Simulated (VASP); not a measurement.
# Sn (Fmmm) in VASP: a series of runs

Runs on Sn. Level: r2SCAN. Tasks: single point, relaxation of cell and atoms.

Everything below comes from runs of VASP 6.6.1. Logs are shortened: lines on timing, memory, paths and dates and some standing lists are left out, and cuts for length are marked.

**1. The crystal as given**

Symmetry: Fmmm, No. 69, orthorhombic system. Conventional cell: a = 3.856 Å, b = 5.263 Å, c = 5.298 Å, α = 90.00°, β = 90.00°, γ = 90.00°. Around Sn (site symmetry mmm) lie 12 Sn at 3.26 to 3.73 Å.

The cell was built by a generator and needn't be a form met in nature.

**2. Single point, r2SCAN**

File POSCAR:

```
Sn
1.0
    0.0000000000      2.6316991507      2.6487972637
    1.9281132734      0.0000000000      2.6487972637
    1.9281132734      2.6316991507      0.0000000000
Sn
1
Direct
    0.0000000000      0.0000000000      0.0000000000
```

File INCAR.step1:

```
PREC = Accurate
ENCUT = 520
ISMEAR = 0
SIGMA = 0.1
LREAL = False
LASPH = True
NELM = 100
NBANDS = 13
GGA = PE
ALGO = Normal
EDIFF = 1E-4
LWAVE = True
LCHARG = False
```

File INCAR.step2:

```
PREC = Accurate
ENCUT = 520
EDIFF = 1E-7
ISMEAR = 0
SIGMA = 0.1
LREAL = False
LASPH = True
NELM = 100
ALGO = Normal
ISIF = 2
LWAVE = False
LCHARG = True
METAGGA = R2SCAN
LMIXTAU = True
LELF = True
LVHAR = True
NBANDS = 13
ISTART = 1
```

File KPOINTS:

```
Automatic mesh
0
Gamma
  6 6 6
```

Potentials or basis: VASP PAW PBE potentials, release 64 (Sn_d).

Launch:

```bash
$ cat potpaw_PBE.64/Sn_d/POTCAR > POTCAR
$ cp INCAR.step1 INCAR
$ mpirun -np 1 vasp_std > vasp.out
$ cp INCAR.step2 INCAR
$ mpirun -np 1 vasp_std > vasp.out
```

OUTCAR:

```text
PREC = Accurate
   ENCUT = 520
   EDIFF = 1E-7
   ISMEAR = 0
   LREAL = False
   LASPH = True
   NELM = 100
   ISIF = 2
   METAGGA = R2SCAN
   ISTART = 1

 ion  position               nearest neighbor table
   1  0.000  0.000  0.000-

  LATTYP: Found a face centered orthorhombic cell.
 ALAT       =     3.8562265468
 B/A-ratio  =     1.3649089952
 C/A-ratio  =     1.3737767901

  Lattice vectors:

 A1 = (   0.0000000000,   2.6316991507,   2.6487972637)
 A2 = (   1.9281132734,   0.0000000000,   2.6487972637)
 A3 = (   1.9281132734,   2.6316991507,   0.0000000000)

Analysis of symmetry for initial positions (statically):
=====================================================================
 Subroutine PRICEL returns:
 Original cell was already a primitive cell.

 Routine SETGRP: Setting up the symmetry group for a
 face centered orthorhombic supercell.

 Subroutine GETGRP returns: Found  8 space group operations
 (whereof  8 operations were pure point group operations)
 out of a pool of  8 trial point group operations.

The static configuration has the point symmetry D_2h.

Analysis of symmetry for dynamics (positions and initial velocities):
=====================================================================
 Subroutine PRICEL returns:
 Original cell was already a primitive cell.

 Routine SETGRP: Setting up the symmetry group for a
 face centered orthorhombic supercell.

 Subroutine GETGRP returns: Found  8 space group operations
 (whereof  8 operations were pure point group operations)
 out of a pool of  8 trial point group operations.

The dynamic configuration has the point symmetry D_2h.

 Subroutine INISYM returns: Found  8 space group operations
 (whereof  8 operations are pure point group operations),
 and found     1 'primitive' translations

----------------------------------------------------------------------------------------

                                     Primitive cell

  volume of cell :      26.8811

  direct lattice vectors                    reciprocal lattice vectors
     0.000000000  2.631699151  2.648797264    -0.259320864  0.189991322  0.188764919
     1.928113273  0.000000000  2.648797264     0.259320864 -0.189991322  0.188764919
     1.928113273  2.631699151  0.000000000     0.259320864  0.189991322 -0.188764919

  length of vectors
     3.733894396  3.276239878  3.262431795     0.372795128  0.372795128  0.372795128

  position of ions in fractional coordinates (direct lattice)
     0.000000000  0.000000000  0.000000000

  ion indices of the primitive-cell ions
   primitive index   ion index
                 1           1

----------------------------------------------------------------------------------------

 KPOINTS: Automatic mesh

Automatic generation of k-mesh.
 Grid dimensions read from file:
 generate k-points for:    6    6    6

 Generating k-lattice:

  Cartesian coordinates                     Fractional coordinates (reciprocal lattice)
    -0.043220144  0.031665220  0.031460820     0.166666667  0.000000000  0.000000000
     0.043220144 -0.031665220  0.031460820     0.000000000  0.166666667  0.000000000
     0.043220144  0.031665220 -0.031460820    -0.000000000 -0.000000000  0.166666667

  Length of vectors
     0.062132521  0.062132521  0.062132521

  Shift w.r.t. Gamma in fractional coordinates (k-lattice)
     0.000000000  0.000000000  0.000000000

 Subroutine IBZKPT returns following result:
 ===========================================

 Found     46 irreducible k-points:

 Following reciprocal coordinates:
            Coordinates               Weight
  0.000000  0.000000  0.000000      1.000000
  0.166667  0.000000  0.000000      8.000000
  0.333333  0.000000  0.000000      8.000000
  0.500000  0.000000  0.000000      4.000000
  0.166667  0.166667  0.000000      2.000000
  0.333333  0.166667  0.000000      8.000000
[... 16 lines left out ...]
 -0.166667  0.166667  0.166667      8.000000
  0.500000  0.333333  0.166667      4.000000
 [... further k-points ...]
   k-points           NKPTS =     46   k-points in BZ     NKDIM =     46   number of bands    NBANDS=     13
   number of dos      NEDOS =    301   number of ions     NIONS =      1
   total plane-waves  NPLWV =  16128
   dimension x,y,z NGX =    28 NGY =   24 NGZ =   24
   dimension x,y,z NGXF=    56 NGYF=   48 NGZF=   48
   ions per type =               1
   NGX,Y,Z   is equivalent  to a cutoff of  12.47, 12.18, 12.23 a.u.
   NGXF,Y,Z  is equivalent  to a cutoff of  24.93, 24.36, 24.46 a.u.
 SYSTEM =  unknown system
   PREC   = accura    normal or accurate (medium, high low for compatibility)
   ISTART =      1    job   : 0-new  1-cont  2-samecut
   ICHARG =      0    charge: 1-file 2-atom 10-const
   ISPIN  =      1    spin polarized calculation?
   LNONCOLLINEAR =      F non collinear calculations
   LSORBIT =      F    spin-orbit coupling
   LASPH  =      T    aspherical Exc in radial PAW
   ENCUT  =  520.0 eV  38.22 Ry    6.18 a.u.   6.94  6.09  6.07*2*pi/ulx,y,z
   NELM   =    100;   NELMIN=  2; NELMDL=  0     # of ELM steps
   EDIFF  = 0.1E-06   stopping-criterion for ELM
   LREAL  =      F    real-space projection
   EDIFFG = 0.1E-05   stopping-criterion for IOM
   NSW    =      0    number of steps for IOM
   IBRION =     -1    ionic relax: 0-MD 1-quasi-New 2-CG
   NFREE  =      0    steps in history (QN), initial steepest desc. (CG)
   ISIF   =      2    stress and relaxation
   ISYM   =      2    0-nonsym 1-usesym 2-fastsym
   POTIM  = 0.5000    time-step for ionic-motion
   TEBEG  =    0.0;   TEEND  =   0.0 temperature during run
   PSTRESS=    0.0 pullay stress
   NELECT =      14.0000    total number of electrons
   NUPDOWN=      -1.0000    fix difference up-down
   EMIN   =  10.00;   EMAX   =-10.00  energy-range for DOS
   EFERMI =   0.00;   METHOD = LEGACY
   ISMEAR =     0;   SIGMA  =   0.10  broadening in eV -4-tet -1-fermi 0-gaus
   EFERMI_NEDOS =   21; number of points for ismear=-14 and -15
   IALGO  =     38    algorithm
   IMIX   =      4    mixing-type and parameters
     AMIX     =   0.40;   BMIX     =  1.00
     AMIX_MAG =   1.60;   BMIX_MAG =  1.00
  volume/ion in A,a.u.               =      26.88       181.40
  Fermi-wavevector in a.u.,A,eV,Ry     =   1.317149  2.489051 23.604507  1.734882
  Thomas-Fermi vector in A             =   2.447211
   LORBIT       =      0    0 simple, 1 ext, 2 COOP (PROOUT), +10 PAW based schemes
   METAGGA = R2SCAN    functional components
   LHFCALC =     F    Hartree Fock is set to
   AEXX    =    0.0000 exact exchange contribution
   IVDW    =     0    specifies the selected vdW correction
   LEPSILON=     F    determine dielectric tensor
   LRPA    =     F    only Hartree local field effects (RPA)
 non-spin polarized calculation
 Gauss-broadening in eV      SIGMA  =   0.10
  energy-cutoff  :      520.00
  volume of cell :       26.88
 maximum number of plane-waves:       738
   NGX = 13   NGY = 13   NGZ = 13

 number of electron      13.9999997 magnetization

 Free energy of the ion-electron system (eV)
  ---------------------------------------------------
  ext. energy  EPLUGINS =         0.00000000
  ---------------------------------------------------
  free energy    TOTEN  =       -24.53137947 eV

  energy without entropy =      -24.53027525  energy(sigma->0) =      -24.53082736

 E-fermi :   7.9918     XC(G=0): -11.3196

 val. band max:        7.9287230391   @ k =   0.5000   0.1667   0.3333
 cond. band min:       8.5034420608   @ k =  -0.1667   0.3333   0.3333
 fundamental gap:      0.5747190217
 Fermi energy:         7.9917692452

 k-point     1 :       0.0000    0.0000    0.0000
  band No.  band energies     occupation
      1     -14.1075      2.00000
      2     -14.0998      2.00000
      3     -14.0969      2.00000
      4     -13.9548      2.00000
      5     -13.9349      2.00000
      6      -3.5673      2.00000
      7      16.5757      0.00000
      8      16.7155      0.00000
      9      16.8200      0.00000
     10      20.7887      0.00000
     11      21.2399      0.00000
     12      21.2408      0.00000
     13      21.3565      0.00000

 k-point     2 :       0.1667    0.0000    0.0000
  band No.  band energies     occupation
      1     -14.1130      2.00000
      2     -14.0856      2.00000
      3     -14.0400      2.00000
      4     -13.9651      2.00000
      5     -13.9411      2.00000
      6      -2.9260      2.00000
      7      12.5476      0.00000
      8      14.9277      0.00000
      9      16.0051      0.00000
     10      18.6675      0.00000
     11      18.9808      0.00000
     12      20.6443      0.00000
     13      22.5995      0.00000

 k-point     3 :       0.3333    0.0000    0.0000
  band No.  band energies     occupation
      1     -14.1377      2.00000
      2     -14.0736      2.00000
      3     -13.9700      2.00000
      4     -13.9486      2.00000
      5     -13.9171      2.00000
      6      -1.0071      2.00000
      7       7.0825      2.00000
      8      12.8687      0.00000
      9      14.7772      0.00000
     10      17.3542      0.00000
     11      17.5418      0.00000
     12      21.9875      0.00000
     13      23.9245      0.00000
[... 305 lines left out ...]
 k-point    23 :      -0.1667    0.1667    0.1667
  band No.  band energies     occupation
      1     -14.0719      2.00000
      2     -14.0513      2.00000
      3     -13.9933      2.00000
      4     -13.9751      2.00000
      5     -13.9236      2.00000
      6      -0.4618      2.00000
      7       7.8077      1.99078
      8      11.0717      0.00000
      9      12.6730      0.00000
     10      16.6479      0.00000
     11      20.3316      0.00000
     12      21.0765      0.00000
     13      22.8184      0.00000

 k-point    24 :       0.5000    0.3333    0.1667
  band No.  band energies     occupation
      1     -14.0797      2.00000
      2     -14.0489      2.00000
      3     -13.9949      2.00000
      4     -13.9661      2.00000
      5     -13.9211      2.00000
      6      -0.2848      2.00000
      7       7.8287      1.97890
      8      10.6334      0.00000
      9      12.2102      0.00000
     10      16.8619      0.00000
     11      19.8493      0.00000
     12      20.7478      0.00000
     13      24.2463      0.00000

 [... further k-points ...]

------------------------ aborting loop because EDIFF is reached ----------------------------------------

  FORCE on cell =-STRESS in cart. coord.  units (eV):
  Direction    XX          YY          ZZ          XY          YZ          ZX
  --------------------------------------------------------------------------------------
  -------------------------------------------------------------------------------------
  Total       -0.0199259      0.0472096      0.0666732      0.0000000      0.0000000      0.0000000
  in kB       -1.1876315      2.8137996      3.9738767      0.0000000      0.0000000      0.0000000
  external PRESSURE =       1.8666816 kB  Pullay stress =       0.0000000 kB

 VOLUME and BASIS-vectors are now :
 -----------------------------------------------------------------------------
  energy-cutoff  :      520.00
  volume of cell :       26.88
      direct lattice vectors                 reciprocal lattice vectors
     0.000000000  2.631699151  2.648797264    -0.259320864  0.189991322  0.188764919
     1.928113273  0.000000000  2.648797264     0.259320864 -0.189991322  0.188764919
     1.928113273  2.631699151  0.000000000     0.259320864  0.189991322 -0.188764919

 POSITION                                       TOTAL-FORCE (eV/Angst)
 -----------------------------------------------------------------------------------
      0.00000      0.00000      0.00000         0.000000     -0.000000      0.000000
 -----------------------------------------------------------------------------------
    total drift:                                0.000000     -0.000000     -0.000000

  FREE ENERGIE OF THE ION-ELECTRON SYSTEM (eV)
  ---------------------------------------------------
  free  energy   TOTEN  =       -24.5313794695 eV

  energy  without entropy=      -24.5302752545  energy(sigma->0) =      -24.53082736
```

Run time: 23 s. Hardware: 1 thread of Intel Xeon 6975P-C (Granite Rapids), shared host; peak memory 0.15 GiB.

Results:

| Item | Value |
| --- | --- |
| Free energy | -24.5314 eV |
| Pressure | 0.2 GPa |
| Band gap on the k mesh | none (metal or under the smearing width) |

Stress tensor (GPa, compression positive):
```
-0.12  0.00  0.00
 0.00  0.28  0.00
 0.00  0.00  0.40
```

Caveat: the k mesh is coarse (spacing up to 0.39 Å⁻¹), so the values aren't converged; the PAW data sets were made with another functional, which shifts forces and pressure a little.

[end of part 1 of 3]
